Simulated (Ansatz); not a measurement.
An Ansatz input:

```yaml
crystal:
  lattice:
    - [0.0, 2.8259683983, 2.8259683983]
    - [2.8259683983, 0.0, 2.8259683983]
    - [2.8259683983, 2.8259683983, 0.0]
  atoms:
    - { symbol: Re, position: [0.125, 0.125, 0.125] }
    - { symbol: Re, position: [0.875, 0.875, 0.875] }
hamiltonian:
  xc: pbe
  pseudopotentials:
    kind: paw
    azcp:
      Re: "pseudopotentials/Re.paw.azcp"
basis:
  ecutwfc: 420
  fft_grid_basis: typed
kpoints:
  mp_grid: { grid: [16, 16, 16], shift: [0, 0, 0] }
magnetization:
  spin_polarized: false
scf:
  occupations: { method: fermi_dirac, width: 0.1 }
```

and its output:

```
Engine: ansatz 0.2.0, x86_64-unknown-linux-gnu
Pseudopotentials: kind: paw
Pseudopotential: Re, paw, valence charge 15, recommended cutoff 420 eV (normal) 
Functional definition: PBE
  parameter kappa = 0.804
  parameter beta = 0.06672455060314922
  exchange = pbe_x(kappa = kappa, mu = beta*pi^2/3)
  correlation = pbe_c(beta = beta)
Crystal: 2 atoms, lattice volume = 45.137 Å³
Basis set: ecut = 420 eV, 893 PW (Γ)
Bands: 19, of which v1, the nominal top of the filled ones, is band 15 counted from 1 (14 counted from 0)
Symmetry: 48 space group operations
Space group: Fd-3m (ITA 227), of the structure as read, at distance tolerance 3.6e-5 Å
k-points: 145 of 4096
Non-local potential: Re, projectors of the file, l = 0: 3, l = 1: 2, l = 2: 2, l = 3: 1
PAW form: soft (Blöchl's): semilocal exchange-correlation on the pseudo side does not see the compensation charge
PAW one-centre angular grid: Re, 590 points (default); XC on 64 Gauss nodes
Initial density: superposition of atomic densities (neutral atoms: chi_scale 0, normalization atom), corrected by the library's trained network
Initial wavefunctions: pseudopotential atomic-orbital guess
Functional: x = pbe(κ = 0.804, μ = 0.2195149727645171), c = pbe(β = 0.06672455060314922)
SCF iter   1: F=—  HF=-21732.944315 eV  |F-HF|=—  |Δ(HF+E_count)|=         —  Δρ=5.25e-3  dr2=5.27e-3  ethr=1.77e-3  ⟨swp⟩=5.0  Hψ=11495  notcnv=0
SCF iter   2: F=—  HF=-21732.945880 eV  |F-HF|=—  |Δ(HF+E_count)|=   1.56e-3  Δρ=3.22e-3  dr2=2.26e-3  ethr=1.76e-5  ⟨swp⟩=1.9  Hψ=4396  notcnv=0
SCF iter   3: F=—  HF=-21732.946642 eV  |F-HF|=—  |Δ(HF+E_count)|=   7.63e-4  Δρ=5.09e-4  dr2=1.41e-4  ethr=7.53e-6  ⟨swp⟩=2.0  Hψ=3325  notcnv=0
SCF iter   4: F=—  HF=-21732.946685 eV  |F-HF|=—  |Δ(HF+E_count)|=   4.30e-5  Δρ=1.72e-4  dr2=2.32e-5  ethr=4.71e-7  ⟨swp⟩=2.0  Hψ=3350  notcnv=0
SCF iter   5: F=—  HF=-21732.946695 eV  |F-HF|=—  |Δ(HF+E_count)|=   9.92e-6  Δρ=5.01e-5  dr2=7.66e-7  ethr=7.72e-8  ⟨swp⟩=2.0  Hψ=3781  notcnv=0
SCF iter   6: F=-21732.946695 eV  HF=-21732.946695 eV  |F-HF|=1.15e-8  |Δ(HF+E_count)|=   4.33e-7  Δρ=8.85e-6  dr2=2.77e-8  ethr=3.33e-10  ⟨swp⟩=2.7  Hψ=5840  notcnv=0
SCF 1 converged in 6 iterations: F = -21732.946695 eV  dr2 = 2.77e-8
SCF converged after 6 iterations
Free energy (F): -21732.946695 eV
Harris-Foulkes:  -21732.946695 eV  (|F-HF|=1.15e-8)
Internal energy: -21732.901130 eV  (E = F + TS)
E sigma→0 (E₀):  -21732.923913 eV
Entropy (-TS):   -0.045565 eV (-22.783 meV/atom)
Fermi energy:    13.934220 eV
--- Per-component energies (eV) ---
  E_band       = -429.086544
  E_kinetic    = 1075.932180
  E_local      = -2687.082833  (includes V_loc(G=0)·N_el)
  E_nonlocal   = 104.808675
  E_hartree    = 984.271897
  E_xc         = -802.726005
  E_vxc        = -601.244788  (∫ρ·V_xc dr)
  E_paw        = -17320.172981  (= ΣΔE_a)
  E_vpaw       = -290.049466  (= ΣTr[D̂ρ^β])
  E_aug_tail   = -0.000155  (compensation charges beyond the density's cutoff)
  E_ewald      = -3087.931907
  E_smearing   = -0.045565  (= −TS)
  E_closure    = 0.000000  (closes the sum)
  Σ components = -21732.946695   (vs F -21732.946695, Δ=0.00e0)
```
